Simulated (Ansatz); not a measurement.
Runs of Ansatz 0.2.0 on Fe. Symmetry: Im-3m, No. 229, cubic system. Conventional cell: a = 2.886 Å, b = 2.886 Å, c = 2.886 Å, α = 90.00°, β = 90.00°, γ = 90.00°. Around Fe (site symmetry m-3m) lie 8 Fe at 2.50 Å. 

```tsv
spin	fixed moment (μB)	k mesh	gap on the mesh (eV)	pressure (GPa)	moment (μB)
collinear, ferromagnetic start	3.0	11 × 11 × 11	-	0.9	3.00
collinear, ferromagnetic start	4.5	11 × 11 × 11	-	76.0	4.50
off	-	13 × 13 × 13	none	-34.9	-
collinear, random start	-	13 × 13 × 13	none	-17.9	2.26
collinear, ferromagnetic start	2.2	11 × 11 × 11	-	(a)	2.20
collinear, ferromagnetic start	3.8	11 × 11 × 11	-	31.9	3.80
collinear, ferromagnetic start	6.0	11 × 11 × 11	-	183.7	6.00
collinear, ferromagnetic start	-	13 × 13 × 13	none	-17.9	2.26
collinear, ferromagnetic start	0.8	11 × 11 × 11	-	-32.5	0.80
collinear, ferromagnetic start	1.5	11 × 11 × 11	-	-28.1	1.50
collinear, program default start	0.0	11 × 11 × 11	-	-35.0	0.00
```

Alike in all rows: task single point; level PBEsol; potentials or basis Ansatz PAW; cell as given; cutoff (eV) 420; smearing fermi-dirac 0.05 eV.

Estimate the missing entries.

(a) -19.1.

Caveats: the PAW data sets come from PBE, with cores solved anew for the run's functional, which leaves a small shift of forces and pressure; the total moment is fixed, so each spin has its own Fermi level (some runs); the thresholds are loose for stress (some runs); a pressure of tens of GPa on the cell as given is suspect, and the run, the potentials or the cell itself is likely at fault (some runs).

A gap of «none» marks a metal or a gap under the smearing width.
